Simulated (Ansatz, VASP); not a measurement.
# ZnSe (Stilleite): VASP beside Ansatz, part 2 of 2

One calculation is typed for both programs; each brings its own data sets and cutoff. How far apart do they land?

VASP 6.6.1 and Ansatz 0.2.0.

So far. Step 2 (VASP: band structure, LDA): The run ends at a pressure of -3.35 GPa.

## (5) VASP: single point, LDA

Level of this step: LDA; plane waves and PAW (Se_sv_GW, Zn_sv_GW) (VASP).

With cell and atoms fixed, the geometry can't cause a difference; cores, projectors, grids and the points listed under the comparison can.

The input, INCAR:

```
SYSTEM = ZnSe
PREC = Accurate
ENCUT = 500
EDIFF = 1E-08
NELM = 100
ISMEAR = 0
SIGMA = 0.01
LREAL = .FALSE.
ALGO = Normal
GGA = CA
NBANDS = 28
LORBIT = 11
LWAVE = .TRUE.
LCHARG = .FALSE.
KPAR = 8
```

The input, POSCAR:

```
ZnSe
1.0
    0.0000000000      2.8338000000      2.8338000000
    2.8338000000      0.0000000000      2.8338000000
    2.8338000000      2.8338000000      0.0000000000
Se Zn
1 1
Direct
    0.7500000000      0.7500000000      0.7500000000
    0.0000000000      0.0000000000      0.0000000000
```

The input, KPOINTS:

```
Automatic mesh
0
Gamma
6 6 6
0 0 0
```

PAW data sets: Se_sv_GW and Zn_sv_GW (LDA family, release 64).

The run is started by

```sh
> mpirun -np 8 vasp_std
```

Numbers of over 12 decimals in the logs are rounded to 6 here.

The log of the run:

```text
[banner, memory and clock lines left out]
running    8 mpi-ranks, on    1 nodes
[...]
[... a notice as in an earlier step ...]

 LDA part: xc-table for (Slater(with rela. corr.)+CA(PZ))
 , standard interpolation
 POSCAR, INCAR and KPOINTS ok, starting setup
[...]
entering main loop
       N       E                     dE             d eps       ncg     rms          rms(c)
DAV:   1     0.746525007697E+03    0.74653E+03   -0.28261E+04  1372   0.162E+04
DAV:   2     0.123488571421E+03   -0.62304E+03   -0.61072E+03  1584   0.274E+03
DAV:   3    -0.312859895868E+00   -0.12380E+03   -0.12290E+03  1724   0.799E+02
DAV:   4    -0.719864746821E+01   -0.68858E+01   -0.68782E+01  1728   0.166E+02
[...]
DAV:  13    -0.729311552440E+01   -0.10845E-07   -0.77841E-07  1536   0.548E-02    0.342E-04
DAV:  14    -0.729311553867E+01   -0.14274E-07   -0.19483E-07  1216   0.151E-02    0.759E-05
DAV:  15    -0.729311553984E+01   -0.11696E-08   -0.15347E-08   732   0.478E-03
   1 F= -.72931155E+01 E0= -.72931155E+01  d E =0.000000E+00
 writing wavefunctions
```

OUTCAR, selected parts (step 5):

```text
  Total       -1.8406334     -1.8406334     -1.8406334     -0.0000000      0.0000000     -0.0000000
  in kB      -64.7948203    -64.7948203    -64.7948203     -0.0000000      0.0000000     -0.0000000
  external PRESSURE =     -64.7948203 kB  Pullay stress =       0.0000000 kB

 POSITION                                       TOTAL-FORCE (eV/Angst)
 -----------------------------------------------------------------------------------
      4.25070      4.25070      4.25070        -0.000000     -0.000000     -0.000000
      0.00000      0.00000      0.00000         0.000000      0.000000      0.000000
 -----------------------------------------------------------------------------------
    total drift:                                0.000000      0.000000     -0.000000

  FREE ENERGIE OF THE ION-ELECTRON SYSTEM (eV)
  ---------------------------------------------------
  free  energy   TOTEN  =        -7.2931155398 eV

  energy  without entropy=       -7.2931155398  energy(sigma->0) =       -7.29311554

[... 3 further parts left out ...]
[key lines of the parts left out:]
E-fermi :   2.7778
```

The run ends at a pressure of -6.48 GPa.

## (6) Ansatz: single point, LDA

The same cell, functional (in two slightly different forms), mesh and smearing now go to Ansatz, which takes its cutoff from its data sets.

The input, input.yaml:

```yaml
crystal:
  lattice:
    - [0.0, 2.8338, 2.8338]
    - [2.8338, 0.0, 2.8338]
    - [2.8338, 2.8338, 0.0]
  atoms:
    - { symbol: Se, position: [0.75, 0.75, 0.75] }
    - { symbol: Zn, position: [0.0, 0.0, 0.0] }
hamiltonian:
  xc: lda
  pseudopotentials: { kind: paw }
kpoints:
  mp_grid: { grid: [6, 6, 6] }
scf:
  occupations: { method: gaussian, width: 0.01 }
  n_extra_bands: 4
output:
  forces: true
  stress: true
  eigenvalues: true
```

The run is started by

```sh
> ansatz run input.yaml --threads 2 --pin off --max-ram 4608MiB --backend cpu --events-out ev --progress --plain --runs-dir out
```

The log of the run:

```text
[...]
Crystal: 2 atoms, lattice volume = 45.513 Å³
Basis set: ecut = 420 eV, 893 PW (Γ)
Bands: 18, of which v1, the nominal top of the filled ones, is band 14 counted from 1 (13 counted from 0)
Symmetry: 24 space group operations
[...]
k-points: 16 of 216 (time reversal used)
[...]
--- Band table (eV; the first three rows and the last of 16) ---
  k-point 0: bands = [... 10 lower, 0.1553, 6.4577, 6.4577, 6.4577, 7.4870, 12.1709, 12.1709, 12.1709]
  k-point 1: bands = [... 10 lower, 0.1536, 4.4816, 6.2025, 6.2025, 8.8144, 12.1935, 12.5738, 12.5738]
  k-point 2: bands = [... 10 lower, 0.1616, 2.3273, 5.7723, 5.7723, 8.9472, 12.8474, 12.8474, 13.8354]
  k-point 15: bands = [... 10 lower, 0.4271, 1.6855, 3.8001, 3.8742, 10.7740, 11.1453, 14.5738, 14.9118]
[key lines of the parts left out:]
SCF converged after 6 iterations
Free energy (F): -8630.817731 eV
Fermi energy:    6.972420 eV
P = ⅓ Tr σ = -3.3734 GPa (-33.734 kbar)
```

Elapsed: 1.5 s, on 2 threads of Arm Neoverse N1, shared host; peak memory 0.28 GiB; 2.4 s of CPU time.

The run ends at a pressure of -3.37 GPa.

## (7) Differences

What differs besides the data sets and the points named for the pairs above, as far as they apply: the data sets hold 28 valence electrons in Ansatz (default PAW (the set named soft_2) files) and 44 in VASP; the cutoff is 420 eV in Ansatz and 500 eV in VASP. Total energies have different zeros and are not compared.

Both answers:

```
              quantity  Ansatz   VASP  difference
gap on the k mesh (eV)   1.029  1.056      -0.026
```

Not compared: the pressure (VASP's GW data sets at this cutoff don't carry it). A gap on the mesh is an upper bound, since the band edges may lie between its points.

## (8) What the set-up changes

Further runs change the set-up of one program: Ansatz's method, potentials or start, or VASP's data sets, cutoff or form of LDA. The table gives Ansatz less VASP for each quantity, since a change that brings one quantity closer may part another.

```
                                        run  gap on the k mesh (eV)
                                   as above                  -0.026
                       cores kept as stored                  -0.028
          Ansatz's all-electron LAPW method                  -0.026
    Ansatz's larger PAW set (cutoff 800 eV)                  -0.026
norm-conserving potentials (cutoff 1170 eV)                  -0.028
```

## (9) Results

```json
{
 "difference in gap over the path points (band structure, LDA)": "-0.026 eV",
 "difference in gap on the k mesh (single point, LDA)": "-0.026 eV"
}
```

What this shows: The difference in gap on the k mesh is -0.026 eV (single point, LDA), within the 0.08 eV picked in this series as the mark of a large difference. VASP's data sets differ among the pairs, so a change from pair to pair isn't the functional's or the coupling's alone. For single point, LDA, no further run moves any of the tabulated differences by more than a quarter of its size. How closely two codes agree says nothing of how well the functional describes the real material.

[Lines on the potential files, build, host, timing and source positions are cut from VASP's logs without a mark.]

[Logs are printed without paths, hosts, clocks, repeated set-up lines and the standing remarks that a program may print on its own settings, such as how far it seeks lower states.]

[Hosts, paths, dates, database ids (printed as entryN), source tags and the programs' standing remarks are cut or masked in the printed files.]
